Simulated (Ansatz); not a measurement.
input.yaml

```yaml
crystal:
  lattice:
    - [-4.47204052, 4.47204052, 2.61177035]
    - [4.47204052, -4.47204052, 2.61177035]
    - [4.47204052, 4.47204052, -2.61177035]
  atoms:
    - { symbol: Si, position: [0.17688858, 0.17688858, 0.35377716] }
    - { symbol: Si, position: [0.82311142, 0.17688858, 0.0] }
    - { symbol: Si, position: [0.17688858, 0.82311142, 0.0] }
    - { symbol: Si, position: [0.82311142, 0.82311142, 0.64622284] }
    - { symbol: O, position: [0.5, 0.5, 0.5] }
    - { symbol: O, position: [0.0, 0.5, 0.0] }
    - { symbol: O, position: [0.5, 0.0, 0.0] }
    - { symbol: O, position: [0.0, 0.0, 0.5] }
    - { symbol: O, position: [0.0, 0.20854866, 0.20854866] }
    - { symbol: O, position: [0.79145134, 0.0, 0.79145134] }
    - { symbol: O, position: [0.20854866, 0.0, 0.20854866] }
    - { symbol: O, position: [0.0, 0.79145134, 0.79145134] }
basis:
  ecutwfc: 500
kpoints:
  mp_grid: { grid: [6, 6, 6] }
hamiltonian:
  xc: r2scan
scf:
  occupations: { method: gaussian, width: 0.02 }
output:
  forces: true
  stress: true
  eigenvalues: true
  populations: true
```

Launched with
```bash
ansatz run input.yaml --threads 2 --pin off --max-ram 5120MiB --backend cpu --events-out ev --progress --plain --runs-dir out
```

Computed with Ansatz, DFT r2SCAN, scalar-relativistic, plane waves, PAW.

Part of what the program printed, abridged:

```
Pseudopotentials: kind: paw
Pseudopotential: Si, paw, valence charge 4, recommended cutoff 500 eV (meta_gga)
Pseudopotential: O, paw, valence charge 6, recommended cutoff 500 eV (meta_gga)
Functional definition: r2SCAN
Crystal: 12 atoms, lattice volume = 208.933 Å³
Basis set: ecut = 500 eV, 5301 PW (Γ), exchange–correlation on 200×200×200 points (64 copies of the dense FFT grid, shifted against one another)
Bands: 44, of which v1, the nominal top of the filled ones, is band 32 counted from 1 (31 counted from 0)
Symmetry: 16 space group operations
Space group: I4/mmm (ITA 139), of the structure as read, at distance tolerance 5.9e-5 Å
k-points: 30 of 216
Initial density: superposition of atomic densities (neutral atoms: chi_scale 0, normalization atom), corrected by the library's trained network
Initial wavefunctions: pseudopotential atomic-orbital guess
Functional: x = r2scan, c = r2scan; τ floored in thin density (d = 2e-4 eV/Å³)
SCF iter   1: F=—  HF=-7119.781607 eV  |F-HF|=—  |Δ(HF+E_count)|=         —  Δρ=5.88e-3  dr2=6.83e-2  dr2_τ=1.06e0  ethr=1.77e-3  ⟨swp⟩=8.1  Hψ=7255  notcnv=0  defer=15
SCF iter   2: F=—  HF=-7120.120286 eV  |F-HF|=—  |Δ(HF+E_count)|=   3.39e-1  Δρ=3.88e-3  dr2=1.93e-2  dr2_τ=1.64e-3  ethr=1.07e-4  ⟨swp⟩=3.5  Hψ=2928  notcnv=0  defer=169
SCF iter   3: F=—  HF=-7120.119110 eV  |F-HF|=—  |Δ(HF+E_count)|=   1.18e-3  Δρ=4.52e-4  dr2=3.96e-4  dr2_τ=2.05e-4  ethr=3.01e-5  ⟨swp⟩=3.0  Hψ=2168  notcnv=0  defer=169
SCF iter   4: F=—  HF=-7120.119264 eV  |F-HF|=—  |Δ(HF+E_count)|=   1.54e-4  Δρ=1.70e-4  dr2=3.70e-5  dr2_τ=3.30e-6  ethr=6.19e-7  ⟨swp⟩=2.0  Hψ=2266  notcnv=0  defer=169
SCF iter   5: F=—  HF=-7120.119461 eV  |F-HF|=—  |Δ(HF+E_count)|=   1.97e-4  Δρ=7.63e-5  dr2=1.05e-5  dr2_τ=8.61e-7  ethr=5.79e-8  ⟨swp⟩=2.0  Hψ=2149  notcnv=0  defer=169
SCF iter   6: F=—  HF=-7120.119464 eV  |F-HF|=—  |Δ(HF+E_count)|=   3.28e-6  Δρ=3.72e-5  dr2=3.00e-6  dr2_τ=7.07e-8  ethr=1.65e-8  ⟨swp⟩=2.0  Hψ=1746  notcnv=0  defer=169
SCF iter   7: F=—  HF=-7120.119465 eV  |F-HF|=—  |Δ(HF+E_count)|=   9.52e-7  Δρ=6.57e-6  dr2=1.03e-7  dr2_τ=4.64e-9  ethr=4.68e-9  ⟨swp⟩=2.6  Hψ=2319  notcnv=0  defer=169
SCF iter   8: F=-7120.119465 eV  HF=-7120.119465 eV  |F-HF|=1.52e-8  |Δ(HF+E_count)|=   3.21e-7  Δρ=9.78e-7  dr2=3.36e-9  dr2_τ=1.37e-10  ethr=1.56e-10  ⟨swp⟩=12.9  Hψ=7114  notcnv=0
SCF 1 converged in 8 iterations: F = -7120.119465 eV  dr2 = 3.36e-9
SCF converged after 8 iterations
Free energy (F): -7120.119465 eV
Harris-Foulkes:  -7120.119465 eV  (|F-HF|=1.52e-8)
Internal energy: -7120.119465 eV  (E = F + TS)
E sigma→0 (E₀):  -7120.119465 eV
Fermi energy:    2.585196 eV
--- Per-component energies (eV) ---
  E_band       = -498.382123
  E_kinetic    = 1622.515738
  E_local      = -5502.467839  (includes V_loc(G=0)·N_el)
  E_nonlocal   = 472.050009
  E_hartree    = 2110.455802
  E_xc         = -799.408472
  E_vxc        = -1058.566557  (∫ρ·V_xc dr)
  E_paw        = -3368.884544  (= ΣΔE_a)
  E_vpaw       = -319.845450  (= ΣTr[D̂ρ^β])
  E_aug_tail   = 0.008606  (compensation charges beyond the density's cutoff)
  E_vtau       = 67.010857  (kinetic-family band-sum trace: ∫τ·v_τ [+ j·A + Jᵃ·Aᵃ] dr)
  E_ewald      = -1653.827506
  E_core_change = -0.561259  (= ΣΔE_core)
  E_smearing   =  0.000000  (= −TS)
--- Forces (eV/Å), atoms counted from 1 ---
  atom   1  Si    -0.01801899    -0.01801899     0.00000000
  atom   2  Si    -0.01801899     0.01801899     0.00000000
  atom   3  Si     0.01801899    -0.01801899     0.00000000
  atom   4  Si     0.01801899     0.01801899     0.00000000
  atom   5  O      0.00000000     0.00000000     0.00000000
  atom   6  O      0.00000000     0.00000000     0.00000000
  atom   7  O      0.00000000     0.00000000     0.00000000
  atom   8  O      0.00000000     0.00000000     0.00000000
  atom   9  O      0.01627872     0.00000000     0.00000000
  atom  10  O      0.00000000    -0.01627872     0.00000000
  atom  11  O      0.00000000     0.01627872     0.00000000
  atom  12  O     -0.01627872     0.00000000     0.00000000
--- Stress (GPa, compression-positive) ---
        0.016100       0.000000       0.000000
        0.000000       0.016100       0.000000
        0.000000       0.000000       0.275214
  P = ⅓ Tr σ = 0.1025 GPa (1.025 kbar)
--- Band table (eV; the first three rows and the last of 30) ---
  k-point 0: bands = ["-20.9136", "-20.0503", "-19.5139", "-19.5139", "-18.9380", "-18.9048", "-18.9048", "-18.8886", "-9.5267", "-9.5267", "-7.9573", "-6.5197", "-6.3345", "-6.3345", "-5.9876", "-5.9428", "-3.8245", "-3.2510", "-3.2510", "-3.1072", "-2.5870", "-2.5317", "-2.5317", "-2.4326", "-2.4326", "-1.8776", "-1.8410", "-1.8410", "-1.2678", "-1.1204", "-0.4669", "-0.4601", "5.6238", "8.5430", "9.1266", "9.4244", "9.5945", "9.8293", "9.8293", "10.8476", "10.8476", "10.8953", "11.5537", "11.8157"]
  k-point 1: bands = ["-20.8785", "-20.1558", "-19.5119", "-19.4453", "-18.9308", "-18.9048", "-18.9048", "-18.8912", "-9.6264", "-9.5176", "-7.7978", "-6.4866", "-6.3779", "-6.3204", "-6.0257", "-5.9789", "-3.8171", "-3.2130", "-3.2109", "-3.0922", "-2.6451", "-2.6085", "-2.5740", "-2.5357", "-2.3831", "-1.9481", "-1.8621", "-1.7242", "-1.1245", "-1.0696", "-0.5326", "-0.5010", "5.7894", "8.3800", "9.0166", "9.5063", "9.5273", "9.9270", "9.9476", "10.6496", "10.7257", "10.8873", "11.5620", "11.6522"]
  k-point 2: bands = ["-20.7801", "-20.3561", "-19.5080", "-19.3494", "-18.9137", "-18.9049", "-18.9048", "-18.8963", "-9.7916", "-9.4993", "-7.4826", "-6.4940", "-6.3946", "-6.2785", "-6.1277", "-6.0645", "-3.7929", "-3.1209", "-3.1039", "-3.0527", "-2.7859", "-2.7185", "-2.6979", "-2.6904", "-2.3268", "-2.0716", "-1.9056", "-1.4282", "-0.9407", "-0.9160", "-0.7277", "-0.5964", "6.2454", "7.7647", "9.0449", "9.4478", "9.8066", "10.0736", "10.1177", "10.2725", "10.5498", "10.9688", "11.0466", "11.3258"]
  k-point 29: bands = ["-20.4911", "-20.4911", "-20.0807", "-18.9153", "-18.9098", "-18.8970", "-18.8970", "-18.8944", "-10.5736", "-8.4393", "-7.0883", "-7.0883", "-6.4607", "-6.2552", "-6.2552", "-5.9500", "-3.8300", "-3.4599", "-3.1763", "-2.9959", "-2.8492", "-2.8492", "-2.7531", "-2.2634", "-2.2634", "-2.0330", "-1.9077", "-1.4720", "-1.4720", "-0.6251", "-0.4534", "-0.4534", "7.6807", "8.0074", "8.0074", "8.2093", "9.1776", "9.1776", "9.7973", "10.3392", "10.3392", "10.7929", "11.0286", "12.1485"]
--- Löwdin populations: 12 sites ---
  site symbol q [e]
     0     Si      2.1053
     1     Si      2.1053
     2     Si      2.1053
     3     Si      2.1053
     4      O      6.8400
     5      O      6.8400
     6      O      6.8400
     7      O      6.8400
     8      O      6.8398
     9      O      6.8398
    10      O      6.8398
    11      O      6.8398
  spilling = 0.013427 (of n_electrons = 64.000000)
```

Self-consistency was reached.

It took 20 s on 2 threads of Arm Neoverse V2, with other jobs on the host, peak memory 1.1 GiB.